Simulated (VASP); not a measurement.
**Sn: relaxation of cell and atoms with optPBE-vdW**

The system is Sn.

```
Sn
1.0
     0.00000    3.23334    3.23334
     3.23334    0.00000    3.23334
     3.23334    3.23334    0.00000
Sn
2
Direct
  0.75000 0.75000 0.75000
  0.50000 0.50000 0.50000
```

This isn't the form of Sn at room conditions, which is tetragonal (white tin).

* Program: VASP 6.6.1
* Task: relaxation of cell and atoms
* Functional: optPBE-vdW
* Potentials or basis: VASP PAW PBE potentials, release 64 (Sn_d)
* Cutoff: 600 eV
* k mesh: 7 × 7 × 7
* Occupations: fermi-dirac, width 0.05 eV
* Spin: no spin polarisation
* Further INCAR settings: ALGO = Fast; EDIFF = 1e-06; IBRION = 2; EDIFFG = -0.02; NSW = 40; ISIF = 3

The relaxed volume is 37.24 Å³/atom and the relaxed cell is a = 4.723 Å, b = 4.723 Å, c = 4.723 Å, α = 60.00°, β = 60.00°, γ = 60.00°. The space group after relaxing (to 0.05 Å) is Fd-3m (No. 227) and the energy gained by relaxing is 41.2 meV/atom. The ionic steps are 3. The pressure after relaxing is 0.1 GPa and the band gap on the k mesh is none (metal or under the smearing width).

The path:
```csv
step,energy change (eV),largest force (eV/Å),pressure (GPa),volume (Å³)
1,0.0000,0.0000,4.24,67.61
2,-0.0758,0.0000,-0.88,76.74
3,-0.0824,0.0000,0.05,74.49
```

Final structure:
```
Sn
1.0
     0.00000    3.33953    3.33953
     3.33953    0.00000    3.33953
     3.33953    3.33953    0.00000
Sn
2
Direct
  0.75000 0.75000 0.75000
  0.50000 0.50000 0.50000
```

Levels at points of the mesh, in eV from the Fermi level:
| k point | band 11 | band 12 | band 13 | band 14 | band 15 | band 16 | band 17 | band 18 |
| --- | --- | --- | --- | --- | --- | --- | --- | --- |
| (0.00, 0.00, 0.00) | -9.94 | -1.19 | 0.23 | 0.23 | 0.23 | 2.27 | 2.27 | 2.27 |

Run time: 4.4 min on 1 thread of Intel(R) Xeon(R) 6975P-C (Granite Rapids), with other jobs on the host, peak memory 0.57 GiB.

Caveat: the PAW data sets were made with another functional, which shifts forces and pressure a little; the volume moved by +10 % from the deposited cell, more than functionals usually miss. Zero-point motion and thermal expansion aren't in these numbers.
